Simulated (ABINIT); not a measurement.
The system is Si2W.

```
W Si
1.0
    -1.60690    1.60690    3.91495
     1.60690   -1.60690    3.91495
     1.60690    1.60690   -3.91495
W Si
1 2
Direct
  0.00000 0.00000 0.00000
  0.66530 0.66530 0.00000
  0.33470 0.33470 0.00000
```

Base run:

- Program: ABINIT 10.8.3 (patched build)
- Functional: rPW86PBE
- Potentials or basis: JTH PAW PBE v2.0
- Cutoff: 435 eV
- k mesh: 12 × 12 × 12
- Occupations: fermi-dirac, width 0.05 eV
- Spin: no spin polarisation

Its results: band gap on the k mesh none (metal or under the smearing width); pressure 8.1 GPa; largest force 0.145 eV/Å.

**Question.** After a change of settings the same cell gave: band gap on the k mesh none (metal or under the smearing width); pressure 5.5 GPa; largest force 0.115 eV/Å. Which change was it?
A. functional from rPW86PBE to HCTH407
B. functional from rPW86PBE to PBEsol; k mesh from 12 × 12 × 12 to 7 × 7 × 7
C. functional from rPW86PBE to RPBE

**Answer.** C.

Caveats: the PAW data sets were made with another functional, which shifts forces and pressure a little; spin-orbit coupling is left out, which moves the levels of the heavy elements.

Runs at the PBE level aren't shown here.
